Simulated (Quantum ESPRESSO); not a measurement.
## WC (Qusongite): zone-centre phonons under several settings

```
CELL_PARAMETERS angstrom
2.90650 0.00000 0.00000
-1.45325 2.51710 0.00000
0.00000 0.00000 2.83660
ATOMIC_POSITIONS crystal
W 0.00000 0.00000 0.00000
C 0.66667 0.33333 0.50000
```

All runs used Quantum ESPRESSO 7.5; k mesh 10 × 10 × 9; relaxed cell; no spin polarisation; cutoff 762 eV; occupations cold, width 0.2 eV.

```csv
level,potentials,volume (Å³/atom),lowest optical mode without the field (cm⁻¹),highest optical mode without the field (cm⁻¹)
LDA,GBRV 1.5 LDA,10.16,605,630
PBE,GBRV 1.5 PBE,10.55,571,609
PBEsol,GBRV 1.5 PBEsol,?,?,?
RPBE,GBRV 1.5 PBE,10.63,561,603
AM05,GBRV 1.5 PBE,10.29,600,628
WC,GBRV 1.5 PBE,10.39,588,619
```

Q: What stands in the row left open?

A: Volume 10.31 Å³/atom; lowest optical mode without the field 595 cm⁻¹; highest optical mode without the field 625 cm⁻¹.

Caveats: the mesh is thin for the phonons of a metal; the potentials were made for another functional, which shifts forces and pressure (some runs).

For the row left open. Caveat: the mesh is thin for the phonons of a metal.
